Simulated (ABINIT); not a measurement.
Runs of ABINIT 10.8.3 (patched build) on TiAl. It takes space group P-6m2 (No. 187, hexagonal). Conventional cell: a = 2.867 Å, b = 2.867 Å, c = 4.678 Å, α = 90.00°, β = 90.00°, γ = 120.00°. Around Ti (site symmetry -6m2) lie 6 Al at 2.87 Å and 6 Ti at 2.87 Å. Al (site symmetry -6m2) has 6 Ti at 2.87 Å and 6 Al at 2.87 Å as nearest neighbours. The cell comes from a database or a generator and needn't be the stable form of this composition.

| task | level | potentials or basis | cell | cell freedom (optcell) | cutoff smearing ecutsm (Ha) | optimiser (ionmov) | force stop (Ha/bohr) | gap on the mesh (eV) | pressure (GPa) | relaxed volume (Å³/atom) |
| --- | --- | --- | --- | --- | --- | --- | --- | --- | --- | --- |
| single point | PBE | JTH PAW PBE v2.0 | as given | - | - | - | - | none | 0.3 | - |
| relaxation of cell and atoms | PBEsol | JTH PAW PBE v2.0 | relaxed | 2 | 0.5 | 2 | 5e-05 | none | 0.0 | (a) |
| single point | PBE | JTH PAW PBE v2.0 | atoms moved at random, drawn with an rms of 0.05 Å | - | - | - | - | none | 0.4 | - |
| relaxation of cell and atoms | LDA | JTH PAW LDA v2.0 | relaxed | 2 | 0.5 | 2 | 5e-05 | none | 0.0 | 15.74 |

Alike in all rows: no spin polarisation; k mesh 11 × 11 × 6; cutoff (eV) 408; smearing fermi-dirac 0.05 eV.

Question: Estimate the missing entries.

Answer: (a) 16.28.

Caveats: the PAW data sets were made with another functional, which shifts forces and pressure a little (some runs).

A gap of «none» marks a metal or a gap under the smearing width.
